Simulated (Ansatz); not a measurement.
TiSi:

```
Ti Si
1.0
     1.81618   -2.11762    0.00000
     1.81618    2.11762    0.00000
     0.00000    0.00000    3.80393
Ti Si
1 1
Direct
  0.50000 0.50000 0.00000
  0.00000 0.00000 0.50000
```

The cell comes from a database or a generator and needn't be the stable form of this composition.

* Program: Ansatz 0.2.0
* Task: relaxation of cell and atoms
* Functional: HSE06
* Potentials or basis: Ansatz PAW
* Cutoff: 420 eV (not typed: the program's choice for these potentials)
* k mesh: 5 × 5 × 4
* Occupations: fermi-dirac, width 0.05 eV
* Spin: no spin polarisation

At the start: volume 14.63 Å³/atom.

Problem. Where does the relaxation end?

Solution. It ends after 10 steps and the volume is 14.59 Å³/atom (-0.3 %); space group Cmmm (No. 65, to 0.05 Å).

Step by step:
```tsv
step	energy change (eV)	largest force (eV/Å)	volume (Å³)
1	0.0000	0.0000	29.26
2	-0.0250	0.0000	29.00
3	-0.0288	0.0000	29.25
4	-0.0386	0.0000	29.58
5	-0.0389	0.0000	29.06
6	-0.0410	0.0000	29.21
7	-0.0423	0.0000	29.21
8	-0.0423	0.0000	29.19
9	-0.0423	0.0000	29.18
10	-0.0423	0.0000	29.18
```

Final structure:
```
Ti Si
1.0
     1.78980   -2.20296    0.00000
     1.78980    2.20296    0.00000
     0.00000    0.00000    3.70052
Ti Si
1 1
Direct
  0.50000 0.50000 0.00000
  0.00000 0.00000 0.50000
```

Caveat: the k mesh is coarse (spacing up to 0.46 Å⁻¹), so the values aren't converged, least of all with exact exchange; the plane-wave basis is chosen anew once the cell has moved, so the energies of steps on either side of that aren't comparable; the PAW data sets come from PBE, with cores solved anew for the run's functional, which leaves a small shift of forces and pressure.
